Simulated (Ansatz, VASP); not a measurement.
## Cu: VASP beside Ansatz

File INCAR:

```
ALGO = Fast
EDIFF = 1E-6
ENCUT = 520
GGA = PE
ISIF = 2
ISMEAR = 0
LASPH = T
LCHARG = F
LREAL = F
LWAVE = F
NBANDS = 18
NELM = 80
PREC = Accurate
SIGMA = 0.1
```

File KPOINTS:

```
k-points
0
Gamma
  14 14 16
```

The input POSCAR:

```
Cu
1.0
    2.9510618436      0.0000000000      0.0000000000
    0.0000000000      2.9510618436      0.0000000000
    0.0000000000      0.0000000000      2.6763374722
Cu
2
Direct
    0.0000000000      0.0000000000      0.0000000000
    0.5000000000      0.5000000000      0.5000000000
```

Input for Ansatz:

```yaml
crystal:
  lattice:
    - [2.9510618436, 0.0, 0.0]
    - [0.0, 2.9510618436, 0.0]
    - [0.0, 0.0, 2.6763374722]
  atoms:
    - { symbol: Cu, position: [0.0, 0.0, 0.0] }
    - { symbol: Cu, position: [0.5, 0.5, 0.5] }
basis:
  ecutwfc: 420
kpoints:
  mp_grid: { grid: [14, 14, 16] }
hamiltonian:
  xc: pbe
scf:
  occupations: { method: gaussian, width: 0.1 }
output:
  forces: true
  stress: true
  eigenvalues: true
```

Change from the starting cell: strain along c alone, the other axes held, atoms relaxed: -3.0 %.

Alike in both runs: task single point; functional PBE; k mesh 14 × 14 × 16; occupations gaussian, width 0.1 eV; no spin polarisation.

|  | VASP | Ansatz |
| --- | --- | --- |
| version | VASP 6.6.1 | Ansatz 0.2.0 |
| potentials or method | VASP PAW PBE potentials, release 64 (Cu) | scalar-relativistic, plane waves, PAW |
| plane-wave cutoff (eV) | 520 | 420 |
| valence electrons in the cell | 22 | 38 |

|  | VASP | Ansatz | Ansatz less VASP |
| --- | --- | --- | --- |
| gap on the k mesh at the Fermi level (eV) | none | none | - |
| pressure (GPa) | 6.0 | 4.6 | -1.38 |
| largest component of the traceless stress (GPa) | 0.34 | 0.31 | -0.021 |

A gap of «none» marks a metal or a gap that the smearing closes. The two sets of potentials don't hold the same shells in valence.
